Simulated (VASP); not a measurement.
Al2O3: electron localisation function with LDA

The system is Al2O3.

```
Al O
1.0
     2.88432    0.00000    0.00000
    -1.44216    2.49790    0.00000
     0.00000    0.00000    9.33675
Al O
2 3
Direct
  0.00000 0.00000 0.85001
  0.00000 0.00000 0.14999
  0.33333 0.66667 0.77768
  0.66667 0.33333 0.00000
  0.33333 0.66667 0.22232
```

Measurements of this composition are mostly on another form, of space group No. 167.

- Program: VASP 6.6.1
- Task: electron localisation function
- Functional: LDA
- Potentials or basis: VASP PAW LDA potentials, release 64 (Al, O)
- Cutoff: 520 eV
- k mesh: 11 × 11 × 3
- Occupations: gaussian, width 0.02 eV
- Spin: no spin polarisation
- Further INCAR settings: ALGO = Normal; EDIFF = 1e-07

```yaml
Pressure: -6.4 GPa
Largest_force: 0.498 eV/Å
Band_gap_on_the_k_mesh: 4.74 eV, indirect (least direct gap 4.99 eV)
```

Forces in eV/Å, atoms in the order of the input:
```
Al   0.000  0.000 -0.019
Al   0.000  0.000  0.019
O    0.000  0.000  0.498
O    0.000  0.000  0.000
O    0.000  0.000 -0.498
```

Stress tensor (GPa, compression positive):
```
-7.09  0.00  0.00
 0.00 -7.09  0.00
 0.00  0.00 -5.00
```

Levels at points of the mesh, in eV from the valence-band top:
```
           k point  band 8  band 9  band 10  band 11  band 12  band 13  band 14  band 15  band 16
(0.00, 0.00, 0.00)   -1.25   -1.25    -0.53    -0.53    -0.25     4.74     7.39     7.69     9.17
```

Wall time 17 s on 1 thread of Intel(R) Xeon(R) 6975P-C (Granite Rapids), with other jobs on the host, peak memory 0.16 GiB.

Caveat: an odd mesh through Γ misses points on the zone boundary, where band edges often lie. Expect the measured gap to be larger: semilocal functionals such as LDA lack the derivative discontinuity.
